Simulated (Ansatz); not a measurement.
Structures of BiTe: which is lowest?

Plane-wave DFT in Ansatz with scalar-relativistic PAW potentials, cutoff 420 eV, Γ-centred meshes chosen by cell and gap, Gaussian smearing with energies taken to zero width. Every cell was relaxed (cell and atoms) in a run of its own, within the symmetry of its start. Functional: PBEsol.

Relaxed structures (starts from databases or built by putting these elements on another compound's sites):
A. Fm-3m, 2 atoms in the computed cell, a = 6.394 Å; sites (symmetry × multiplicity) Bi m-3m × 4, Te m-3m × 4; start: database
B. R-3m, 2 atoms in the computed cell, a = 4.798 Å, c = 9.585 Å; sites (symmetry × multiplicity) Bi -3m × 3, Te -3m × 3; start: database
C. P-3m1, 12 atoms in the computed cell, a = 4.414 Å, c = 23.943 Å; sites (symmetry × multiplicity) Bi 3m. × 2 + 3m. × 2 + 3m. × 2, Te 3m. × 2 + 3m. × 2 + 3m. × 2; start: database

Problem. Rank them by energy. Could pressure change the order?

Solution.
| structure | group | E − E(lowest) (meV/atom) | V (Å³/atom) | gap on mesh (eV) |
| --- | --- | --- | --- | --- |
| C | P-3m1 | 0.0 | 33.66 | 0.16 |
| B | R-3m | 97 | 31.86 | 0.00 |
| A | Fm-3m | 108 | 32.68 | 0.00 |

C is lowest, 97 meV/atom under B. B is denser by 1.81 Å³/atom, so pressure favours it: ΔE/ΔV, with ΔE in eV and 1 eV/Å³ = 160.2 GPa, gives about 9 GPa for equal enthalpy if both cells were rigid, a rough figure since the two compress differently. Other structures may lie lower than all of these, and vibrations aren't counted.

Spin-orbit coupling is left out, which matters for the bands of heavy elements. For Tl, Pb and Bi spin-orbit coupling shifts energies too.